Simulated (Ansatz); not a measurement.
**NaH (rocksalt) under strain**

NaH in the rocksalt structure, relaxed with r2SCAN in Ansatz. Space group Fm-3m (No. 225), cubic; conventional cell a = 4.795 Å, 13.78 Å³ an atom. Na is surrounded by 6 H at 2.40 Å; H is surrounded by 6 Na at 2.40 Å.

The axes x, y and z are those of this cell:
```
Na H
1.0
     0.00000    2.39751    2.39751
     2.39751    0.00000    2.39751
     2.39751    2.39751    0.00000
Na H
1 1
Cartesian
  0.0000 0.0000 0.0000
  2.3975 2.3975 2.3975
```

Unstrained: With PBE the valence top lies at W and the conduction bottom at L, 3.802 eV higher; the smallest vertical gap, at L, is 4.672 eV. r2SCAN gives an indirect gap of 4.401 eV, from W to L; the least direct gap is 5.264 eV at L. HSE06 gives an indirect gap of 4.849 eV, from W to L; the least direct gap is 5.811 eV at L. Meshes: PBE 10×10×10, r2SCAN 10×10×10, HSE06 6×6×6. Strains are changes of length per length, and xy shears are angles. After each strain the atoms were relaxed again with r2SCAN in this cell and within any symmetry left, so distortions that break it or need a larger cell weren't tested; points keep the names that they have in the unstrained zone. The values are computed, spin-unpolarised, and not measurements.

Changes of the least gap in eV (an overlap counts as a negative gap):
```
                                                      strain  volume change (%)  space group     PBE  r2SCAN   HSE06  G0W0@PBE (mesh)  energy rise, r2SCAN (meV/atom)
                                     uniaxial +2.5 % along x               +2.5       I4/mmm  -0.062  -0.064  -0.072            -0.09                             1.2
                                 uniaxial +1.0 % along [111]               +1.0         R-3m  -0.078  -0.079  -0.081            -0.09                             0.2
                 xy shear, engineering strain (angle) +5.0 %               -0.1         Immm  -0.160  -0.161  -0.163            -0.16                             2.6
                            isotropic +5.0 % on every length              +15.8        Fm-3m  -0.240  -0.254  -0.286            -0.35                            20.7
epitaxial +3.0 % in the xy plane, free normal strain -1.50 %               +4.5       I4/mmm  -0.101  -0.107  -0.119            -0.18                             3.9
```
Unstrained, G0W0@PBE with 114 empty bands, a screening cutoff of 150 eV and a 6×6×6 mesh gives 6.05 eV on its mesh; the band count follows the volume. The G0W0 figures hold for the stated bands, cutoff and mesh and aren't extrapolated.

Uniaxial +2.5 % along x, other directions held. HSE06: the gap goes from 4.849 to 4.778 eV (-0.072 eV). Stress change with r2SCAN, compression positive: xx -1.08, yy -0.29, zz -0.29 GPa.

Uniaxial +1.0 % along [111], other directions held. HSE06: the gap goes from 4.849 to 4.768 eV (-0.081 eV); the edges go from W → L to (0.245, -1/2, -1/4) → L. Stress change with r2SCAN, compression positive: xx -0.24, yy -0.24, zz -0.24, xy -0.16, xz -0.16, yz -0.16 GPa.

Xy shear, engineering strain (angle) +5.0 %. HSE06: the gap goes from 4.849 to 4.686 eV (-0.163 eV); the edges go from W → L to (1/4, -0.479, -0.229) → L. Stress change with r2SCAN, compression positive: xx +0.04, yy +0.04, zz -0.05, xy -1.20 GPa.

Isotropic +5.0 % on every length. HSE06: the gap goes from 4.849 to 4.564 eV (-0.286 eV). Stress change with r2SCAN, compression positive: xx -2.72, yy -2.72, zz -2.72 GPa. For HSE06, dE_g/d ln V = -2.0 eV over this step.

Epitaxial +3.0 % in the xy plane, free normal strain -1.50 %. HSE06: the gap goes from 4.849 to 4.730 eV (-0.119 eV); the edges go from W → L to (0.307, -1/2, -0.193) → L. Stress change with r2SCAN, compression positive: xx -1.39, yy -1.39, zz +0.04 GPa.

Where an edge lies off the special points, it is a point of the mesh or the k point where a search put PBE's edge or least direct gap, reused for the other functionals, whose own edges may lie a little apart.

Coordinates of k points refer to the reciprocal vectors of the primitive cell of the runs.

The meshes of the hybrids are coarse, so their gaps aren't converged to the digits shown.
